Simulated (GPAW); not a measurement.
Nb:

```
Nb
1.0
    -1.66395    1.66395    1.66395
     1.66395   -1.66395    1.66395
     1.66395    1.66395   -1.66395
Nb
1
Direct
  0.00000 0.00000 0.00000
```

Base run:

```yaml
Program: GPAW 26.7.0
Functional: r2SCAN
Potentials_or_basis: GPAW PAW data sets (gpaw-data 1.2.1)
Cutoff: 600 eV
Basis: pw
k_mesh: 11 × 11 × 11
Occupations: fermi-dirac, width 0.05 eV
Spin: no spin polarisation
```

Its results: pressure -3.3 GPa.

Task: The run is repeated on the same cell with these changes: functional from r2SCAN to PBE. What comes out?

Result: Pressure -2.7 GPa.

Caveats: the PAW data sets were made with another functional, which shifts forces and pressure a little (some runs).
